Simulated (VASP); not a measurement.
# Mo (Im-3m) in VASP: a series of runs

The runs below take Mo through relaxation of cell and atoms, vibrations by finite differences, with PBE.

All numbers are computed with VASP 6.6.1; they aren't measurements. Logs are shortened: lines on timing, memory, paths and dates and some standing lists are left out, and cuts for length are marked.

**1. The structure**

It takes space group Im-3m (No. 229, cubic). Conventional cell: a = 3.147 Å, b = 3.147 Å, c = 3.147 Å, α = 90.00°, β = 90.00°, γ = 90.00°. Mo (site symmetry m-3m) has 8 Mo at 2.73 Å as nearest neighbours.

**2. Relaxation of cell and atoms, PBE, target pressure 22 GPa, at which the enthalpy is minimised**

File INCAR:

```
SYSTEM = Mo
ALGO = Fast
EDIFF = 1E-7
EDIFFG = -0.002
ENCUT = 520
GGA = PE
IBRION = 2
ISIF = 3
ISMEAR = 0
LASPH = .TRUE.
LCHARG = .FALSE.
LREAL = .FALSE.
LWAVE = .FALSE.
NELM = 100
NSW = 80
PREC = Accurate
PSTRESS = 220.0
SIGMA = 0.1
```

File KPOINTS:

```
k-points
0
G
  26 26 26
  0 0 0
```

File POSCAR:

```
Mo
1.0
   -1.5734150000      1.5734150000      1.5734150000
    1.5734150000     -1.5734150000      1.5734150000
    1.5734150000      1.5734150000     -1.5734150000
Mo
1
Direct
    0.0000000000      0.0000000000      0.0000000000
```

Potentials or basis: VASP PAW PBE potentials, release 64 (Mo_sv).

The run is started by

```
$ cat potpaw_PBE.64/Mo_sv/POTCAR > POTCAR
$ mpirun -np 1 vasp_std > vasp.out
```

OUTCAR:

```text
SYSTEM = Mo
   EDIFF = 1E-7
   EDIFFG = -0.002
   ENCUT = 520
   GGA = PE
   IBRION = 2
   ISIF = 3
   ISMEAR = 0
   LASPH = .TRUE.
   LREAL = .FALSE.
   NELM = 100
   NSW = 80
   PREC = Accurate
   PSTRESS = 220.0

 ion  position               nearest neighbor table
   1  0.000  0.000  0.000-

  LATTYP: Found a body centered cubic cell.
 ALAT       =     3.1468300000

  Lattice vectors:

 A1 = (  -1.5734150000,   1.5734150000,   1.5734150000)
 A2 = (   1.5734150000,  -1.5734150000,   1.5734150000)
 A3 = (   1.5734150000,   1.5734150000,  -1.5734150000)

Analysis of symmetry for initial positions (statically):
=====================================================================
 Subroutine PRICEL returns:
 Original cell was already a primitive cell.

 Routine SETGRP: Setting up the symmetry group for a
 body centered cubic supercell.

 Subroutine GETGRP returns: Found 48 space group operations
 (whereof 48 operations were pure point group operations)
 out of a pool of 48 trial point group operations.

The static configuration has the point symmetry O_h .

Analysis of symmetry for dynamics (positions and initial velocities):
=====================================================================
 Subroutine PRICEL returns:
 Original cell was already a primitive cell.

 Routine SETGRP: Setting up the symmetry group for a
 body centered cubic supercell.

 Subroutine GETGRP returns: Found 48 space group operations
 (whereof 48 operations were pure point group operations)
 out of a pool of 48 trial point group operations.

The dynamic configuration has the point symmetry O_h .

 Subroutine INISYM returns: Found 48 space group operations
 (whereof 48 operations are pure point group operations),
 and found     1 'primitive' translations

----------------------------------------------------------------------------------------

                                     Primitive cell

  volume of cell :      15.5808

  direct lattice vectors                    reciprocal lattice vectors
    -1.573415000  1.573415000  1.573415000     0.000000000  0.317780115  0.317780115
     1.573415000 -1.573415000  1.573415000     0.317780115  0.000000000  0.317780115
     1.573415000  1.573415000 -1.573415000     0.317780115  0.317780115  0.000000000

  length of vectors
     2.725234721  2.725234721  2.725234721     0.449408949  0.449408949  0.449408949

[... 91 lines left out ...]
   EMIN   =  10.00;   EMAX   =-10.00  energy-range for DOS
   EFERMI =   0.00;   METHOD = LEGACY
   ISMEAR =     0;   SIGMA  =   0.10  broadening in eV -4-tet -1-fermi 0-gaus
   EFERMI_NEDOS =   21; number of points for ismear=-14 and -15
   IALGO  =     68    algorithm
   IMIX   =      4    mixing-type and parameters
     AMIX     =   0.40;   BMIX     =  1.00
     AMIX_MAG =   1.60;   BMIX_MAG =  1.00
  volume/ion in A,a.u.               =      15.58       105.14
  Fermi-wavevector in a.u.,A,eV,Ry     =   1.579747  2.985289 33.954710  2.495601
  Thomas-Fermi vector in A             =   2.680079
   LORBIT       =      0    0 simple, 1 ext, 2 COOP (PROOUT), +10 PAW based schemes
   GGA     = PE    functional components
   LHFCALC =     F    Hartree Fock is set to
   AEXX    =    0.0000 exact exchange contribution
   IVDW    =     0    specifies the selected vdW correction
   LEPSILON=     F    determine dielectric tensor
   LRPA    =     F    only Hartree local field effects (RPA)
 conjugate gradient relaxation of ions
 non-spin polarized calculation
 RMM-DIIS sequential band-by-band and
 Gauss-broadening in eV      SIGMA  =   0.10
  energy-cutoff  :      520.00
  volume of cell :       15.58
 maximum number of plane-waves:       432
   NGX = 11   NGY = 11   NGZ = 11

--------------------------------------- Ionic step        1  -------------------------------------------

 number of electron      14.0000001 magnetization

 Free energy of the ion-electron system (eV)
  ---------------------------------------------------
  ext. energy  EPLUGINS =         0.00000000
  ---------------------------------------------------
  free energy    TOTEN  =       -10.93448032 eV

  energy without entropy =      -10.93190164  energy(sigma->0) =      -10.93319098

------------------------ aborting loop because EDIFF is reached ----------------------------------------

  FORCE on cell =-STRESS in cart. coord.  units (eV):
  Direction    XX          YY          ZZ          XY          YZ          ZX
  --------------------------------------------------------------------------------------
  -------------------------------------------------------------------------------------
  Total        0.3996347      0.3996347      0.3996347     -0.0000000     -0.0000000      0.0000000
  in kB       41.0945191     41.0945191     41.0945191     -0.0000000     -0.0000000      0.0000000
  external PRESSURE =    -178.9054809 kB  Pullay stress =     220.0000000 kB
[... 209 lines left out ...]
--------------------------------------- Ionic step        7  -------------------------------------------

 number of electron      13.9999997 magnetization

 Free energy of the ion-electron system (eV)
  ---------------------------------------------------
  ext. energy  EPLUGINS =         0.00000000
  ---------------------------------------------------
  free energy    TOTEN  =       -10.86564963 eV

  energy without entropy =      -10.86303730  energy(sigma->0) =      -10.86434347

 E-fermi :  13.6049     XC(G=0): -13.7374

 val. band max:       13.5987046291   @ k =  -0.3077   0.3462   0.2308
 cond. band min:      13.6099414528   @ k =  -0.3846   0.3846   0.0385
 fundamental gap:      0.0112368237
 Fermi energy:        13.6048859023

 k-point     1 :       0.0000    0.0000    0.0000
  band No.  band energies     occupation
      1     -47.6960      2.00000
      2     -20.8067      2.00000
      3     -20.8067      2.00000
      4     -20.8067      2.00000
      5       6.1755      2.00000
      6      12.1138      2.00000
      7      12.1138      2.00000
      8      12.1138      2.00000
      9      15.3723      0.00000
     10      15.3723      0.00000
     11      28.5160      0.00000
[... 309 lines left out ...]
 k-point    24 :       0.3846    0.0385    0.0000
  band No.  band energies     occupation
      1     -47.3870      2.00000
      2     -22.3548      2.00000
      3     -21.3013      2.00000
      4     -20.8328      2.00000
      5       8.1216      2.00000
      6      10.0713      2.00000
      7      14.0973      0.00000
      8      15.4460      0.00000
      9      16.0803      0.00000
     10      17.9765      0.00000
     11      26.3504      0.00000

 [... further k-points ...]
[... 5 lines left out ...]
  --------------------------------------------------------------------------------------
  -------------------------------------------------------------------------------------
  Total        2.0192969      2.0192969      2.0192969      0.0000000      0.0000000      0.0000000
  in kB      219.9767309    219.9767309    219.9767309      0.0000000      0.0000000      0.0000000
  external PRESSURE =      -0.0232691 kB  Pullay stress =     220.0000000 kB
[... 20 lines left out ...]
  energy  without entropy=      -10.8630372982  energy(sigma->0) =      -10.86434347

  enthalpy is  TOTEN    =        -8.8461391233 eV   P V=        2.0195105092

 reached required accuracy - stopping structural energy minimisation
```

OSZICAR:

```text
N       E                     dE             d eps       ncg     rms          rms(c)
DAV:   1     0.905056436079E+02    0.90506E+02   -0.82975E+03 11301   0.131E+03
DAV:   2    -0.102576670002E+02   -0.10076E+03   -0.97441E+02 12249   0.342E+02
[... 72 lines left out ...]
       N       E                     dE             d eps       ncg     rms          rms(c)
DAV:   1    -0.108656688578E+02    0.65925E-03   -0.49630E-04 12307   0.321E-01    0.541E-02
RMM:   2    -0.108656499637E+02    0.18894E-04   -0.35120E-05 11242   0.665E-02    0.104E-02
RMM:   3    -0.108656487517E+02    0.12119E-05   -0.92582E-06 11238   0.330E-02    0.938E-03
RMM:   4    -0.108656498918E+02   -0.11401E-05   -0.66615E-07 10878   0.103E-02    0.499E-03
RMM:   5    -0.108656496562E+02    0.23561E-06   -0.30603E-07  8540   0.712E-03    0.274E-04
RMM:   6    -0.108656496325E+02    0.23711E-07   -0.39833E-08  6000   0.266E-03
   7 F= -.88461391E+01 E0= -.88448330E+01  d E =-.137589E-06
```

Wall time 3.1 min (1 thread of Intel Xeon Platinum 8488C (Sapphire Rapids), shared host); peak memory 0.22 GiB.

Results:

```yaml
Free_energy: -10.8656 eV
Relaxed_volume: 14.71 Å³/atom
Relaxed_cell: a = 2.673 Å, b = 2.673 Å, c = 2.673 Å, α = 109.47°, β = 109.47°, γ = 109.47°
Space_group_after_relaxing_to_0.05_Å: Im-3m (No. 229)
Energy_change_on_relaxing_the_enthalpy_is_what_falls: +68.8 meV/atom
Ionic_steps: 7
Pressure_after_relaxing: 22.0 GPa
Band_gap_on_the_k_mesh: none (metal or under the smearing width)
```

The path:
```
step  energy change (eV)  largest force (eV/Å)  pressure (GPa)  volume (Å³)
   1              0.0000                0.0000            4.11        15.58
   2              1.2046                0.0000          127.63        11.98
   3              0.0589                0.0000           20.25        14.78
   4              0.0668                0.0000           21.63        14.72
   5              0.0691                0.0000           22.04        14.71
   6              0.0682                0.0000           21.89        14.71
   7              0.0688                0.0000           22.00        14.71
```

Final structure:
```
Mo
1.0
    -1.54345    1.54345    1.54345
     1.54345   -1.54345    1.54345
     1.54345    1.54345   -1.54345
Mo
1
Direct
  0.00000 0.00000 0.00000
```

Levels at points of the mesh, in eV from the Fermi level:
```tsv
k point	band 5	band 6	band 7	band 8	band 9	band 10
(0.00, 0.00, 0.00)	-7.43	-1.49	-1.49	-1.49	1.77	1.77
(0.50, 0.00, 0.00)	-5.71	-3.71	1.83	1.88	2.52	5.18
(0.50, 0.50, 0.50)	-5.93	-5.93	4.34	4.34	4.34	9.55
```

Caveat: the cell is relaxed towards a set pressure, so the enthalpy falls and the energy may rise.

**3. Relaxation of cell and atoms, PBE, target pressure 22 GPa, at which the enthalpy is minimised**

This run uses another cell than the first one, of 14.71 Å³/atom, 0.944 times its volume.

INCAR is that of step 2.

KPOINTS is that of step 2.

File POSCAR:

```
Mo                                      
1.0
   -1.5434456553      1.5434456553      1.5434456553
    1.5434456553     -1.5434456553      1.5434456553
    1.5434456553      1.5434456553     -1.5434456553
  Mo            
     1
Direct
     0.0000000000000000    0.0000000000000000    0.0000000000000000
```

Potentials or basis: VASP PAW PBE potentials, release 64 (Mo_sv).

The run is started by

```
$ cat potpaw_PBE.64/Mo_sv/POTCAR > POTCAR
$ mpirun -np 1 vasp_std > vasp.out
```

Wall time 72 s (1 thread of Intel Xeon Platinum 8488C (Sapphire Rapids), shared host); peak memory 0.2 GiB.

It converged, with:

```yaml
Free_energy: -10.8653 eV
Relaxed_volume: 14.71 Å³/atom
Relaxed_cell: a = 2.673 Å, b = 2.673 Å, c = 2.673 Å, α = 109.47°, β = 109.47°, γ = 109.47°
Space_group_after_relaxing_to_0.05_Å: Im-3m (No. 229)
Energy_change_on_relaxing_the_enthalpy_is_what_falls: -0.2 meV/atom
Ionic_steps: 3
Pressure_after_relaxing: 22.0 GPa
Band_gap_on_the_k_mesh: none (metal or under the smearing width)
```

The path:
| step | energy change (eV) | largest force (eV/Å) | pressure (GPa) | volume (Å³) |
| --- | --- | --- | --- | --- |
| 1 | 0.0000 | 0.0000 | 22.05 | 14.71 |
| 2 | -0.0012 | 0.0000 | 21.83 | 14.72 |
| 3 | -0.0002 | 0.0000 | 22.00 | 14.71 |

Final structure:
```yaml
crystal:
  lattice:
    - [-1.54350, 1.54350, 1.54350]
    - [1.54350, -1.54350, 1.54350]
    - [1.54350, 1.54350, -1.54350]
  atoms:
    - { symbol: Mo, position: [0.00000, 0.00000, 0.00000] }
```

Levels at points of the mesh, in eV from the Fermi level:
```csv
k point,band 5,band 6,band 7,band 8,band 9,band 10
"(0.00, 0.00, 0.00)",-7.43,-1.49,-1.49,-1.49,1.77,1.77
"(0.50, 0.00, 0.00)",-5.71,-3.71,1.83,1.88,2.52,5.18
"(0.50, 0.50, 0.50)",-5.93,-5.93,4.34,4.34,4.34,9.55
```

Caveat: the cell is relaxed towards a set pressure, so the enthalpy falls and the energy may rise.

(Part 1 of 2 ends here.)
